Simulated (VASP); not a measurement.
# GaSb (F-43m) in VASP: a series of runs, part 2 of 2

VASP 6.6.1. Earlier steps stand in the parts before.

### Step 3. Single point, PBEsol

This run uses another cell than the first one, of 28.51 Å³/atom, 1.034 times its volume.

The input, INCAR:

```
PREC = Accurate
ENCUT = 520
EDIFF = 1E-7
ISMEAR = -1
SIGMA = 0.1
LREAL = F
LASPH = T
NELM = 60
ALGO = Normal
ISIF = 2
LWAVE = F
LCHARG = F
GGA = PS
NBANDS = 16
```

The input, KPOINTS:

```
regular mesh
0
Gamma
  10 10 10
```

The input, POSCAR:

```
GaSb
1.0
    0.0000000000      3.0549567173      3.0549567173
    3.0549567173      0.0000000000      3.0549567173
    3.0549567173      3.0549567173      0.0000000000
Ga Sb
1 1
Direct
    0.0000000000      0.0000000000      0.0000000000
    0.7500000000      0.7500000000      0.7500000000
```

Potentials or basis: VASP PAW PBE potentials, release 64 (Ga_d, Sb).

On the command line:

```bash
cat potpaw_PBE.64/Ga_d/POTCAR potpaw_PBE.64/Sb/POTCAR > POTCAR
mpirun -np 1 vasp_std > vasp.out
```

OUTCAR:

```text
PREC = Accurate
   ENCUT = 520
   EDIFF = 1E-7
   ISMEAR = -1
   LREAL = F
   LASPH = T
   NELM = 60
   ISIF = 2
   GGA = PS

 ion  position               nearest neighbor table
   1  0.000  0.000  0.000-   2 2.65   2 2.65   2 2.65   2 2.65
   2  0.750  0.750  0.750-   1 2.65   1 2.65   1 2.65   1 2.65

  LATTYP: Found a face centered cubic cell.
 ALAT       =     6.1099134346

  Lattice vectors:

 A1 = (   0.0000000000,   3.0549567173,   3.0549567173)
 A2 = (   3.0549567173,   0.0000000000,   3.0549567173)
 A3 = (   3.0549567173,   3.0549567173,   0.0000000000)

Analysis of symmetry for initial positions (statically):
=====================================================================
 Subroutine PRICEL returns:
 Original cell was already a primitive cell.

 Routine SETGRP: Setting up the symmetry group for a
 face centered cubic supercell.

 Subroutine GETGRP returns: Found 24 space group operations
 (whereof 24 operations were pure point group operations)
 out of a pool of 48 trial point group operations.

The static configuration has the point symmetry T_d .

Analysis of symmetry for dynamics (positions and initial velocities):
=====================================================================
 Subroutine PRICEL returns:
 Original cell was already a primitive cell.

 Routine SETGRP: Setting up the symmetry group for a
 face centered cubic supercell.

 Subroutine GETGRP returns: Found 24 space group operations
 (whereof 24 operations were pure point group operations)
 out of a pool of 48 trial point group operations.

The dynamic configuration has the point symmetry T_d .

 Subroutine INISYM returns: Found 24 space group operations
 (whereof 24 operations are pure point group operations),
 and found     1 'primitive' translations

[... 101 lines left out ...]
   ISYM   =      2    0-nonsym 1-usesym 2-fastsym
   POTIM  = 0.5000    time-step for ionic-motion
   TEBEG  =    0.0;   TEEND  =   0.0 temperature during run
   PSTRESS=    0.0 pullay stress
   NELECT =      18.0000    total number of electrons
   NUPDOWN=      -1.0000    fix difference up-down
   EMIN   =  10.00;   EMAX   =-10.00  energy-range for DOS
   EFERMI =   0.00;   METHOD = LEGACY
   ISMEAR =    -1;   SIGMA  =   0.10  broadening in eV -4-tet -1-fermi 0-gaus
   EFERMI_NEDOS =   21; number of points for ismear=-14 and -15
   IALGO  =     38    algorithm
   IMIX   =      4    mixing-type and parameters
     AMIX     =   0.40;   BMIX     =  1.00
     AMIX_MAG =   1.60;   BMIX_MAG =  1.00
  volume/ion in A,a.u.               =      28.51       192.40
  Fermi-wavevector in a.u.,A,eV,Ry     =   1.114681  2.106442 16.905426  1.242514
  Thomas-Fermi vector in A             =   2.251278
   LORBIT       =      0    0 simple, 1 ext, 2 COOP (PROOUT), +10 PAW based schemes
   GGA     = PS    functional components
   LHFCALC =     F    Hartree Fock is set to
   AEXX    =    0.0000 exact exchange contribution
   IVDW    =     0    specifies the selected vdW correction
   LEPSILON=     F    determine dielectric tensor
   LRPA    =     F    only Hartree local field effects (RPA)
 non-spin polarized calculation
  energy-cutoff  :      520.00
  volume of cell :       57.02
 maximum number of plane-waves:      1572
   NGX = 17   NGY = 17   NGZ = 17

 number of electron      17.9999985 magnetization

 Free energy of the ion-electron system (eV)
  ---------------------------------------------------
  ext. energy  EPLUGINS =         0.00000000
  ---------------------------------------------------
  free energy    TOTEN  =        -8.15421199 eV

  energy without entropy =       -8.15203876  energy(sigma->0) =       -8.15312537

 E-fermi :   4.9136     XC(G=0):  -9.2843

 val. band max:        4.7897237488   @ k =   0.0000   0.0000   0.0000
 cond. band min:       5.1260462975   @ k =   0.5000   0.0000   0.0000
 fundamental gap:      0.3363225486
 Fermi energy:         4.9136197221

 k-point     1 :       0.0000    0.0000    0.0000
  band No.  band energies     occupation
      1     -10.2331      2.00000
      2     -10.2331      2.00000
      3     -10.2331      2.00000
      4     -10.1821      2.00000
      5     -10.1821      2.00000
      6      -6.7609      2.00000
[... 433 lines left out ...]
      3     -10.2135      2.00000
      4     -10.1908      2.00000
      5     -10.1790      2.00000
      6      -5.1397      2.00000
[... 8 lines left out ...]
     15      15.1176      0.00000
     16      15.1577      0.00000

 [... further k-points ...]
[... 5 lines left out ...]
  --------------------------------------------------------------------------------------
  -------------------------------------------------------------------------------------
  Total        0.0520724      0.0520724      0.0520724     -0.0000000     -0.0000000     -0.0000000
  in kB        1.4630978      1.4630978      1.4630978     -0.0000000     -0.0000000     -0.0000000
  external PRESSURE =       1.4630978 kB  Pullay stress =       0.0000000 kB

 VOLUME and BASIS-vectors are now :
 -----------------------------------------------------------------------------
  energy-cutoff  :      520.00
  volume of cell :       57.02
      direct lattice vectors                 reciprocal lattice vectors
     0.000000000  3.054956717  3.054956717    -0.163668440  0.163668440  0.163668440
     3.054956717  0.000000000  3.054956717     0.163668440 -0.163668440  0.163668440
     3.054956717  3.054956717  0.000000000     0.163668440  0.163668440 -0.163668440

 POSITION                                       TOTAL-FORCE (eV/Angst)
 -----------------------------------------------------------------------------------
      0.00000      0.00000      0.00000        -0.000000     -0.000000     -0.000000
      4.58244      4.58244      4.58244         0.000000      0.000000      0.000000
 -----------------------------------------------------------------------------------
    total drift:                               -0.000000     -0.000000     -0.000000

  FREE ENERGIE OF THE ION-ELECTRON SYSTEM (eV)
  ---------------------------------------------------
  free  energy   TOTEN  =        -8.1542119859 eV

  energy  without entropy=       -8.1520387615  energy(sigma->0) =       -8.15312537
```

OSZICAR:

```text
N       E                     dE             d eps       ncg     rms          rms(c)
DAV:   1     0.802253474146E+02    0.80225E+02   -0.84838E+03  1528   0.137E+03
DAV:   2    -0.206408947369E+01   -0.82289E+02   -0.79011E+02  1792   0.297E+02
DAV:   3    -0.814484966667E+01   -0.60808E+01   -0.60675E+01  1744   0.643E+01
DAV:   4    -0.825191049254E+01   -0.10706E+00   -0.10705E+00  1960   0.958E+00
DAV:   5    -0.825447420926E+01   -0.25637E-02   -0.25637E-02  1864   0.127E+00    0.313E+00
DAV:   6    -0.818003702587E+01    0.74437E-01   -0.83920E-02  2152   0.492E+00    0.184E+00
DAV:   7    -0.815389215394E+01    0.26145E-01   -0.42597E-02  1896   0.186E+00    0.365E-01
DAV:   8    -0.815392838081E+01   -0.36227E-04   -0.47642E-03  2024   0.817E-01    0.103E-01
DAV:   9    -0.815421203610E+01   -0.28366E-03   -0.45561E-04  1704   0.165E-01    0.399E-02
DAV:  10    -0.815420318437E+01    0.88517E-05   -0.19456E-05  2016   0.369E-02    0.122E-02
DAV:  11    -0.815421192170E+01   -0.87373E-05   -0.12461E-05  1712   0.250E-02    0.471E-03
DAV:  12    -0.815421198587E+01   -0.64173E-07   -0.48458E-07  1984   0.693E-03
   1 F= -.81542120E+01 E0= -.81531254E+01  d E =-.217322E-02
```

stdout:

```text
POSCAR found type information on POSCAR GaSb
 POSCAR found :  2 types and       2 ions
 scaLAPACK will be used
 -----------------------------------------------------------------------------
|                                                                             |
|                                                                             |
|     You enforced a specific xc type in the INCAR file but a different       |
|     I HOPE YOU KNOW WHAT YOU ARE DOING!                                     |
|                                                                             |
 -----------------------------------------------------------------------------

 LDA part: xc-table for (Slater+PW92), standard interpolation
 POSCAR, INCAR and KPOINTS ok, starting setup
 FFT: planning ... GRIDC
 FFT: planning ... GRID_SOFT
 FFT: planning ... GRID
 WAVECAR not read
 entering main loop
```

Wall time 19 s (1 thread of AMD EPYC 9R45 (Zen 5), shared host); peak memory 0.16 GiB.

What came out:

- Free energy: -8.1542 eV
- Pressure: 0.1 GPa

Caveat: the PAW data sets were made with another functional, which shifts forces and pressure a little; spin-orbit coupling is left out, which moves the levels of the heavy elements.

### Step 4. Relaxation of cell and atoms, PBEsol

This run uses another cell than the first one, of 28.62 Å³/atom, 1.038 times its volume.

The input, INCAR:

```
SYSTEM = GaSb
  ALGO = Normal
  EDIFF = 1E-6
  EDIFFG = -0.002
  ENCUT = 600
  GGA = PS
  IBRION = 2
  ISIF = 3
  ISMEAR = -1
  LASPH = .TRUE.
  LCHARG = .FALSE.
  LREAL = .FALSE.
  LWAVE = .FALSE.
  NELM = 100
  NSW = 100
  PREC = Accurate
  SIGMA = 0.1
```

The input, KPOINTS:

```
k-points
0
G
  10 10 10
  0 0 0
```

The input, POSCAR:

```
GaSb
1.0
    0.0000000000      3.0590000000      3.0590000000
    3.0590000000      0.0000000000      3.0590000000
    3.0590000000      3.0590000000      0.0000000000
Ga Sb
1 1
Direct
    0.0000000000      0.0000000000      0.0000000000
    0.7500000000      0.7500000000      0.7500000000
```

On the command line:

```bash
cat potpaw_PBE.64/Ga_d/POTCAR potpaw_PBE.64/Sb/POTCAR > POTCAR
mpirun -np 1 vasp_std > vasp.out
```

Run time: 63 s. Hardware: 1 thread of AMD EPYC 9R45 (Zen 5), shared host; peak memory 0.2 GiB.

Results (log left out):

| Quantity | Value |
| --- | --- |
| Free energy | -8.1542 eV |
| Relaxed volume | 28.58 Å³/atom |
| Relaxed cell | a = 4.324 Å, b = 4.324 Å, c = 4.324 Å, α = 60.00°, β = 60.00°, γ = 60.00° |
| Space group after relaxing (to 0.05 Å) | F-43m (No. 216) |
| Energy gained by relaxing | 0.0 meV/atom |
| Ionic steps | 6 |
| Pressure after relaxing | 0.0 GPa |

Final structure:
```xyz
2
Lattice="0.0000 3.0573 3.0573 3.0573 0.0000 3.0573 3.0573 3.0573 0.0000" Properties=species:S:1:pos:R:3 pbc="T T T"
Ga    3.0573    0.0000    3.0573
Sb    4.5859    4.5859    4.5859
```

Levels at points of the mesh, in eV from the Fermi level:
| k point | band 5 | band 6 | band 7 | band 8 | band 9 | band 10 | band 11 | band 12 | band 13 |
| --- | --- | --- | --- | --- | --- | --- | --- | --- | --- |
| (0.00, 0.00, 0.00) | -15.09 | -11.66 | -0.14 | -0.14 | -0.14 | -0.14 | 2.62 | 2.62 | 2.62 |
| (0.50, 0.00, 0.00) | -15.09 | -10.02 | -6.54 | -1.30 | -1.30 | 0.21 | 3.58 | 3.58 | 6.18 |
| (0.50, 0.50, 0.00) | -15.08 | -9.19 | -6.98 | -2.73 | -2.73 | 0.70 | 1.02 | 8.54 | 8.54 |

Caveat: the PAW data sets were made with another functional, which shifts forces and pressure a little; spin-orbit coupling is left out, which moves the levels of the heavy elements.

### Step 5. Relaxation of cell and atoms, PBEsol+D3(BJ)

This run uses another cell than the first one, of 28.62 Å³/atom, 1.038 times its volume.

The input, INCAR:

```
  PREC = Accurate
  ENCUT = 600
  EDIFF = 1E-6
  ISMEAR = -1
  SIGMA = 0.1
  LREAL = F
  LASPH = T
  NELM = 100
  ALGO = Normal
  ISIF = 3
  LWAVE = F
  LCHARG = F
  GGA = PS
  IVDW = 12
  IBRION = 2
  NSW = 100
  EDIFFG = -0.002
```

The input, KPOINTS:

```
regular mesh
0
Gamma
  10 10 10
```

POSCAR is that of step 4.

On the command line:

```bash
cat potpaw_PBE.64/Ga_d/POTCAR potpaw_PBE.64/Sb/POTCAR > POTCAR
mpirun -np 1 vasp_std > vasp.out
```

Run time: 1.9 min. Hardware: 1 thread of AMD EPYC 9R45 (Zen 5), shared host; peak memory 0.21 GiB.

The run converged. Its results:

```
Free energy                            : -8.8140 eV
Relaxed volume                         : 27.63 Å³/atom
Relaxed cell                           : a = 4.275 Å, b = 4.275 Å, c = 4.275 Å, α = 60.00°, β = 60.00°, γ = 60.00°
Space group after relaxing (to 0.05 Å) : F-43m (No. 216)
Energy gained by relaxing              : 6.0 meV/atom
Ionic steps                            : 14
Pressure after relaxing                : 0.0 GPa
Band gap on the k mesh                 : 0.25 eV, direct
Dispersion energy per atom             : -0.335 eV
```

Step by step:
| step | energy change (eV) | largest force (eV/Å) | pressure (GPa) | volume (Å³) |
| --- | --- | --- | --- | --- |
| 1 | 0.0000 | 0.0000 | -1.86 | 57.25 |
| 2 | -0.0105 | 0.0000 | 0.69 | 54.54 |
| 3 | -0.0120 | 0.0000 | 0.01 | 55.23 |
| 4 | -0.0120 | 0.0000 | -0.07 | 55.27 |
| 5 | -0.0120 | 0.0000 | -0.04 | 55.27 |
| 6 | -0.0120 | 0.0000 | -0.03 | 55.26 |
| 7 | -0.0120 | 0.0000 | -0.02 | 55.26 |
| 8 | -0.0120 | 0.0000 | -0.02 | 55.26 |
| 9 | -0.0120 | 0.0000 | -0.02 | 55.26 |
| 10 | -0.0120 | 0.0000 | -0.02 | 55.26 |
| 11 | -0.0120 | 0.0000 | -0.02 | 55.26 |
| 12 | -0.0120 | 0.0000 | -0.03 | 55.26 |
| 13 | -0.0120 | 0.0000 | 0.04 | 55.25 |
| 14 | -0.0120 | 0.0000 | 0.01 | 55.25 |

Final structure:
```
Ga Sb
1.0
     0.00000    3.02303    3.02303
     3.02303    0.00000    3.02303
     3.02303    3.02303    0.00000
Ga Sb
1 1
Direct
  0.00000 0.00000 0.00000
  0.75000 0.75000 0.75000
```

Levels at points of the mesh, in eV from the valence-band top:
| k point | band 7 | band 8 | band 9 | band 10 | band 11 | band 12 |
| --- | --- | --- | --- | --- | --- | --- |
| (0.00, 0.00, 0.00) | 0.00 | 0.00 | 0.00 | 0.25 | 2.75 | 2.75 |
| (0.50, 0.00, 0.00) | -6.58 | -1.22 | -1.22 | 0.42 | 3.72 | 3.72 |
| (0.50, 0.50, 0.00) | -7.00 | -2.71 | -2.71 | 0.80 | 1.09 | 8.90 |

Caveat: the PAW data sets were made with another functional, which shifts forces and pressure a little; spin-orbit coupling is left out, which moves the levels of the heavy elements. A k mesh can miss the band edges.

### Step 6. The runs side by side

```tsv
task	level	cell	cutoff (eV)	gap on the mesh (eV)	pressure (GPa)	relaxed volume (Å³/atom)
single point	PBEsol+D3(BJ)	a = 4.272 Å, angles 60.0°, 2 atoms	520	0.26	0.1	-
single point	PBEsol	a = 4.320 Å, angles 60.0°, 2 atoms	520	-	0.1	-
relaxation of cell and atoms	PBEsol	relaxed from a = 4.326 Å, angles 60.0°, 2 atoms	600	-	0.0	28.58
relaxation of cell and atoms	PBEsol+D3(BJ)	relaxed from a = 4.326 Å, angles 60.0°, 2 atoms	600	0.25	0.0	27.63
```

Alike in all rows: potentials or basis VASP PAW PBE potentials, release 64 (Ga_d, Sb); no spin polarisation; k mesh 10 × 10 × 10; smearing fermi-dirac 0.1 eV.

Caveats: the PAW data sets were made with another functional, which shifts forces and pressure a little; spin-orbit coupling is left out, which moves the levels of the heavy elements.

Total energies depend on the potentials used, so only differences within one code and one set of settings carry meaning.

### Step 7. Against experiment

Step 2. Against the measured gap of GaSb, 0.811 eV (direct; 4.2 K; a printed reference work, data compilation), the calculated 0.26 eV is off by -0.55 eV. Spin-orbit coupling on Ga, Sb is left out. The value is that of PBEsol+D3(BJ) on a finite k mesh, which can miss the band edges, without temperature or zero-point motion. Semilocal functionals fall short of measured gaps as a rule.
